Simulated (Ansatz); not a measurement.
Cl:

```
Cl
1.0
     3.14500   -2.25000    0.00000
     3.14500    2.25000    0.00000
     0.00000    0.00000    8.21000
Cl
4
Direct
  0.37000 0.63000 0.40000
  0.13000 0.87000 0.90000
  0.63000 0.37000 0.60000
  0.87000 0.13000 0.10000
```

Base run:

- Program: Ansatz 0.2.0
- Functional: LDA
- Potentials or basis: all-electron LAPW, scalar-relativistic
- Cutoff: 283 eV (chosen from the basis error)
- Basis error allowed: 0.002 eV/atom
- k mesh: 7 × 7 × 4
- Occupations: fermi-dirac, width 0.05 eV
- Spin: no spin polarisation

Its results: band gap on the k mesh 2.34 eV, indirect (least direct gap 2.40 eV); pressure -2.4 GPa; largest force 0.193 eV/Å.

Problem. The run is repeated on the same cell with these changes: functional from LDA to PBEsol. What comes out?

Solution. Band gap on the k mesh 2.44 eV, indirect (least direct gap 2.49 eV); pressure -0.9 GPa; largest force 0.175 eV/Å.

PBEsol binds less tightly than LDA, so the same cell stands under more pressure.
